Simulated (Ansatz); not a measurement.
## Conductance against length: 1,4-phenylene with amine ends, between Au (111) faces with adatoms, and longer members

Wanted: G and thermopower along the series, and a fit against length.

Main program and level: Ansatz 0.2.0; DFT PBE, plane waves, PAW; relaxation of a junction, electrodes held but for their tips, in the first sound run; inputs show where later runs differ.

### 1. The starting structure

The cell holds 90 atoms: 74 Au, 2 N, 6 C and 8 H. Its edges and angles: a = 8.825 Å, b = 8.825 Å, c = 29.061 Å, α = 90.0°, β = 90.0°, γ = 60.0°. Electrodes: Au (111) 3x3 face with an adatom; the apex atoms were set 7.782 Å apart; the free molecule is Nc1ccc(N)cc1. Regions: lower lead, 37 atoms (37 Au); bridge, 16 atoms (2 N, 6 C and 8 H); upper lead, 37 atoms (37 Au). The structure is stacked along c, and the current runs across the ab planes.

### 2. Relaxing the junction, 90 atoms, molecule oligophenyl 1, amine ends, units 1

The bridge and the electrodes' tips relax, while 72 atoms stay at the lead's spacing, so that the ends still repeat as a lead.

File input.yaml:

```yaml
crystal:
  lattice:
    - [8.8246926292, 0.0, 0.0]
    - [4.4123463146, 7.6424079975, 0.0]
    - [0.0, 0.0, 29.0614331031]
  atoms:
    - { symbol: Au, position: [0.722222222, 0.722222222, 0.0] }
    - { symbol: Au, position: [0.722222222, 0.055555556, 0.0] }
    - { symbol: Au, position: [0.722222222, 0.388888889, 0.0] }
    - { symbol: Au, position: [0.055555556, 0.722222222, 0.0] }
    - { symbol: Au, position: [0.055555556, 0.055555556, 0.0] }
    - { symbol: Au, position: [0.055555556, 0.388888889, 0.0] }
    - { symbol: Au, position: [0.388888889, 0.722222222, 0.0] }
    - { symbol: Au, position: [0.388888889, 0.055555556, 0.0] }
    - { symbol: Au, position: [0.388888889, 0.388888889, 0.0] }
    - { symbol: Au, position: [0.833333333, 0.833333333, 0.082644827] }
    - { symbol: Au, position: [0.833333333, 0.166666667, 0.082644827] }
    - { symbol: Au, position: [0.833333333, 0.5, 0.082644827] }
    - { symbol: Au, position: [0.166666667, 0.833333333, 0.082644827] }
    - { symbol: Au, position: [0.166666667, 0.166666667, 0.082644827] }
    - { symbol: Au, position: [0.166666667, 0.5, 0.082644827] }
    - { symbol: Au, position: [0.5, 0.833333333, 0.082644827] }
    - { symbol: Au, position: [0.5, 0.166666667, 0.082644827] }
    - { symbol: Au, position: [0.5, 0.5, 0.082644827] }
    - { symbol: Au, position: [0.944444444, 0.944444444, 0.165289655] }
    - { symbol: Au, position: [0.944444444, 0.277777778, 0.165289655] }
    - { symbol: Au, position: [0.944444444, 0.611111111, 0.165289655] }
    - { symbol: Au, position: [0.277777778, 0.944444444, 0.165289655] }
    - { symbol: Au, position: [0.277777778, 0.277777778, 0.165289655] }
    - { symbol: Au, position: [0.277777778, 0.611111111, 0.165289655] }
    - { symbol: Au, position: [0.611111111, 0.944444444, 0.165289655] }
    - { symbol: Au, position: [0.611111111, 0.277777778, 0.165289655] }
    - { symbol: Au, position: [0.611111111, 0.611111111, 0.165289655] }
    - { symbol: Au, position: [0.055555556, 0.055555556, 0.247934482] }
    - { symbol: Au, position: [0.055555556, 0.388888889, 0.247934482] }
    - { symbol: Au, position: [0.055555556, 0.722222222, 0.247934482] }
    - { symbol: Au, position: [0.388888889, 0.055555556, 0.247934482] }
    - { symbol: Au, position: [0.388888889, 0.388888889, 0.247934482] }
    - { symbol: Au, position: [0.388888889, 0.722222222, 0.247934482] }
    - { symbol: Au, position: [0.722222222, 0.055555556, 0.247934482] }
    - { symbol: Au, position: [0.722222222, 0.388888889, 0.247934482] }
    - { symbol: Au, position: [0.722222222, 0.722222222, 0.247934482] }
    - { symbol: Au, position: [0.5, 0.5, 0.324794171] }
    - { symbol: "N", position: [0.602628075, 0.294681014, 0.378583829] }
    - { symbol: C, position: [0.55600678, 0.387952084, 0.420014722] }
    - { symbol: C, position: [0.662467299, 0.446760889, 0.439081182] }
    - { symbol: C, position: [0.609271724, 0.553184527, 0.478273878] }
    - { symbol: C, position: [0.443992944, 0.612048127, 0.497340443] }
    - { symbol: C, position: [0.337532371, 0.553239471, 0.478273938] }
    - { symbol: C, position: [0.390727975, 0.446815815, 0.439081245] }
    - { symbol: "N", position: [0.397371772, 0.705319067, 0.538771365] }
    - { symbol: H, position: [0.733783158, 0.223414225, 0.373359101] }
    - { symbol: H, position: [0.542698462, 0.223453186, 0.373359038] }
    - { symbol: H, position: [0.789105886, 0.408769068, 0.423949649] }
    - { symbol: H, position: [0.697951756, 0.591133084, 0.493405301] }
    - { symbol: H, position: [0.210893686, 0.591231424, 0.493405415] }
    - { symbol: H, position: [0.302047897, 0.40886743, 0.42394979] }
    - { symbol: H, position: [0.457301417, 0.776546833, 0.543996142] }
    - { symbol: H, position: [0.266216658, 0.776585777, 0.543996152] }
    - { symbol: Au, position: [0.5, 0.5, 0.592561001] }
    - { symbol: Au, position: [0.277777778, 0.277777778, 0.669420691] }
    - { symbol: Au, position: [0.277777778, 0.611111111, 0.669420691] }
    - { symbol: Au, position: [0.277777778, 0.944444444, 0.669420691] }
    - { symbol: Au, position: [0.611111111, 0.277777778, 0.669420691] }
    - { symbol: Au, position: [0.611111111, 0.611111111, 0.669420691] }
    - { symbol: Au, position: [0.611111111, 0.944444444, 0.669420691] }
    - { symbol: Au, position: [0.944444444, 0.277777778, 0.669420691] }
    - { symbol: Au, position: [0.944444444, 0.611111111, 0.669420691] }
    - { symbol: Au, position: [0.944444444, 0.944444444, 0.669420691] }
    - { symbol: Au, position: [0.388888889, 0.388888889, 0.752065518] }
    - { symbol: Au, position: [0.388888889, 0.722222222, 0.752065518] }
    - { symbol: Au, position: [0.388888889, 0.055555556, 0.752065518] }
    - { symbol: Au, position: [0.722222222, 0.388888889, 0.752065518] }
    - { symbol: Au, position: [0.722222222, 0.722222222, 0.752065518] }
    - { symbol: Au, position: [0.722222222, 0.055555556, 0.752065518] }
    - { symbol: Au, position: [0.055555556, 0.388888889, 0.752065518] }
    - { symbol: Au, position: [0.055555556, 0.722222222, 0.752065518] }
    - { symbol: Au, position: [0.055555556, 0.055555556, 0.752065518] }
    - { symbol: Au, position: [0.5, 0.5, 0.834710345] }
    - { symbol: Au, position: [0.5, 0.833333333, 0.834710345] }
    - { symbol: Au, position: [0.5, 0.166666667, 0.834710345] }
    - { symbol: Au, position: [0.833333333, 0.5, 0.834710345] }
    - { symbol: Au, position: [0.833333333, 0.833333333, 0.834710345] }
    - { symbol: Au, position: [0.833333333, 0.166666667, 0.834710345] }
    - { symbol: Au, position: [0.166666667, 0.5, 0.834710345] }
    - { symbol: Au, position: [0.166666667, 0.833333333, 0.834710345] }
    - { symbol: Au, position: [0.166666667, 0.166666667, 0.834710345] }
    - { symbol: Au, position: [0.611111111, 0.611111111, 0.917355173] }
    - { symbol: Au, position: [0.611111111, 0.944444444, 0.917355173] }
    - { symbol: Au, position: [0.611111111, 0.277777778, 0.917355173] }
    - { symbol: Au, position: [0.944444444, 0.611111111, 0.917355173] }
    - { symbol: Au, position: [0.944444444, 0.944444444, 0.917355173] }
    - { symbol: Au, position: [0.944444444, 0.277777778, 0.917355173] }
    - { symbol: Au, position: [0.277777778, 0.611111111, 0.917355173] }
    - { symbol: Au, position: [0.277777778, 0.944444444, 0.917355173] }
    - { symbol: Au, position: [0.277777778, 0.277777778, 0.917355173] }
kpoints:
  mp_grid: { grid: [2, 2, 1] }
scf:
  occupations: { method: fermi_dirac, width: 0.1 }
hamiltonian:
  xc: pbe
relax:
  constraints:
    - { sites: [0, 1, 2, 3, 4, 5, 6, 7, 8, 9, 10, 11, 12, 13, 14, 15, 16, 17, 18, 19, 20, 21, 22, 23, 24, 25, 26, 27, 28, 29, 30, 31, 32, 33, 34, 35, 54, 55, 56, 57, 58, 59, 60, 61, 62, 63, 64, 65, 66, 67, 68, 69, 70, 71, 72, 73, 74, 75, 76, 77, 78, 79, 80, 81, 82, 83, 84, 85, 86, 87, 88, 89] }
  f_tol: 0.05
  max_steps: 35
```

On the command line:

```
$ ansatz run input.yaml --threads 16 --pin off --max-ram 61440MiB --backend cuda --events-out ev --progress --plain --runs-dir out --max-vram 78GiB
```

Numbers of over 12 decimals in the logs are rounded to 6 here.

Output:

```text
Warning: the atoms were moved onto the symmetric positions of the space group found under crystal.symmetry.tolerance 1.0e-5 (fractional; no operation is sought that the atoms, as they stand in a round, miss by more than twice it, and no atom is moved by as much as it), and the run uses the moved positions. Before a round's move an operation carried an atom to 4.78e-6 Å from where it should land, the largest such dist [...]
[...]
SCF 1 converged in 7 iterations: F = -975443.090730 eV  dr2 = 7.64e-6
[...]
SCF 2 converged in 6 iterations: F = -975443.258478 eV  dr2 = 3.42e-6
[...]
SCF 3 converged in 5 iterations: F = -975443.327888 eV  dr2 = 4.63e-6
[...]
SCF 4 converged in 5 iterations: F = -975443.329939 eV  dr2 = 6.95e-7
[...]
SCF 5 converged in 6 iterations: F = -975443.334737 eV  dr2 = 5.79e-8
[...]
SCF 6 converged in 4 iterations: F = -975443.335493 eV  dr2 = 2.26e-6
[...]
SCF 7 converged in 3 iterations: F = -975443.335494 eV  dr2 = 5.40e-8
[...]
SCF converged after 3 iterations
[...]
- { symbol: Au, position: [0.388889, 0.388889, 0.247934] }
    - { symbol: Au, position: [0.388889, 0.722222, 0.247934] }
    - { symbol: Au, position: [0.722222, 0.055555556, 0.247934] }
    - { symbol: Au, position: [0.722222, 0.388889, 0.247934] }
    - { symbol: Au, position: [0.722222, 0.722222, 0.247934] }
    - { symbol: Au, position: [0.493836, 0.512324, 0.320539] }
    - { symbol: N, position: [0.597502, 0.304950, 0.376622] }
    - { symbol: C, position: [0.552321, 0.395333, 0.419431] }
    - { symbol: C, position: [0.663340, 0.447834, 0.439118] }
    - { symbol: C, position: [0.611211, 0.552118, 0.478237] }
    - { symbol: C, position: [0.447679, 0.604667, 0.497924] }
    - { symbol: C, position: [0.336660, 0.552166, 0.478237] }
    - { symbol: C, position: [0.388789, 0.447882, 0.439118] }
    - { symbol: N, position: [0.402498, 0.695050, 0.540733] }
    - { symbol: H, position: [0.728820, 0.230743, 0.370862] }
    - { symbol: H, position: [0.540357, 0.230775, 0.370862] }
    - { symbol: H, position: [0.789609, 0.409287, 0.423282] }
    - { symbol: H, position: [0.698960, 0.590628, 0.494073] }
    - { symbol: H, position: [0.210391, 0.590713, 0.494073] }
    - { symbol: H, position: [0.301040, 0.409372, 0.423282] }
    - { symbol: H, position: [0.459643, 0.769225, 0.546493] }
    - { symbol: H, position: [0.271180, 0.769257, 0.546493] }
    - { symbol: Au, position: [0.506164, 0.487676, 0.596816] }
    - { symbol: Au, position: [0.277778, 0.277778, 0.669421] }
    - { symbol: Au, position: [0.277777778, 0.611111, 0.669421] }
    - { symbol: Au, position: [0.277778, 0.944444, 0.669421] }
    - { symbol: Au, position: [0.611111, 0.277778, 0.669421] }
    - { symbol: Au, position: [0.611111, 0.611111, 0.669421] }
    - { symbol: Au, position: [0.611111111, 0.944444, 0.669421] }
    - { symbol: Au, position: [0.944444, 0.277778, 0.669421] }
    - { symbol: Au, position: [0.944444, 0.611111, 0.669421] }
    - { symbol: Au, position: [0.944444, 0.944444, 0.669421] }
    - { symbol: Au, position: [0.388889, 0.388889, 0.752066] }
    - { symbol: Au, position: [0.388889, 0.722222, 0.752066] }
    - { symbol: Au, position: [0.388889, 0.055555556, 0.752066] }
    - { symbol: Au, position: [0.722222, 0.388889, 0.752066] }
    - { symbol: Au, position: [0.722222, 0.722222, 0.752066] }
    - { symbol: Au, position: [0.722222, 0.055555556, 0.752066] }
    - { symbol: Au, position: [0.055556, 0.388889, 0.752066] }
    - { symbol: Au, position: [0.055556, 0.722222, 0.752066] }
    - { symbol: Au, position: [0.055556, 0.055555556, 0.752066] }
    - { symbol: Au, position: [0.5, 0.5, 0.834710] }
    - { symbol: Au, position: [0.500000, 0.833333, 0.834710] }
    - { symbol: Au, position: [0.5, 0.166667, 0.834710] }
    - { symbol: Au, position: [0.833333, 0.5, 0.834710] }
    - { symbol: Au, position: [0.833333, 0.833333, 0.834710] }
    - { symbol: Au, position: [0.833333, 0.166667, 0.834710] }
    - { symbol: Au, position: [0.166667, 0.5, 0.834710] }
    - { symbol: Au, position: [0.166667, 0.833333, 0.834710] }
    - { symbol: Au, position: [0.166667, 0.166667, 0.834710] }
    - { symbol: Au, position: [0.611111, 0.611111, 0.917355] }
    - { symbol: Au, position: [0.611111111, 0.944444, 0.917355] }
    - { symbol: Au, position: [0.611111, 0.277778, 0.917355] }
    - { symbol: Au, position: [0.944444, 0.611111, 0.917355] }
    - { symbol: Au, position: [0.944444, 0.944444, 0.917355] }
    - { symbol: Au, position: [0.944444, 0.277778, 0.917355] }
    - { symbol: Au, position: [0.277777778, 0.611111, 0.917355] }
    - { symbol: Au, position: [0.277778, 0.944444, 0.917355] }
    - { symbol: Au, position: [0.277778, 0.277778, 0.917355] }
```

Run time: 11 s. Hardware: 1 × NVIDIA GB200 with 16 threads of Arm Neoverse V2, shared host; peak memory 1.9 GiB; 35 s of CPU time.

The steps of the relaxation:

| step | energy less that of the first step (eV) | largest force component (eV/Å) |
| --- | --- | --- |
| 1 | 0.0000 | 1.2678 |
| 2 | -0.1677 | 0.7931 |
| 3 | -0.2372 | 0.2162 |
| 4 | -0.2392 | 0.1224 |
| 5 | -0.2440 | 0.1293 |
| 6 | -0.2448 | 0.0367 |
| 7 | -0.2448 | 0.0367 |

The atoms that moved most (Å):

| atom | dx | dy | dz | length |
| --- | --- | --- | --- | --- |
| Au37 | 0.000 | 0.094 | -0.124 | 0.155 |
| Au54 | 0.000 | -0.094 | 0.124 | 0.155 |
| N45 | 0.000 | -0.078 | 0.057 | 0.097 |
| N38 | 0.000 | 0.078 | -0.057 | 0.097 |
| H46 | -0.011 | 0.056 | -0.073 | 0.092 |
| H53 | 0.011 | -0.056 | 0.073 | 0.092 |
| H47 | 0.012 | 0.056 | -0.073 | 0.092 |
| H52 | -0.012 | -0.056 | 0.073 | 0.092 |

Numbers from this step:

* energy at zero smearing: -975442.7312 eV

The largest force component on a free atom ends at 0.037 eV/Å, under the limit of 0.05. The apex atoms end 8.03 Å apart, and their nearest bridge atoms lie at 2.27 Å (Au–N) and 2.27 Å (Au–N).

(Part 1 of 5 ends here.)

[Logs are printed without paths, hosts, clocks, repeated set-up lines and the standing remarks that a program may print on its own settings, such as how far it seeks lower states.]

[Hosts, paths, dates, database ids (printed as entryN), source tags and the programs' standing remarks are cut or masked in the printed files.]
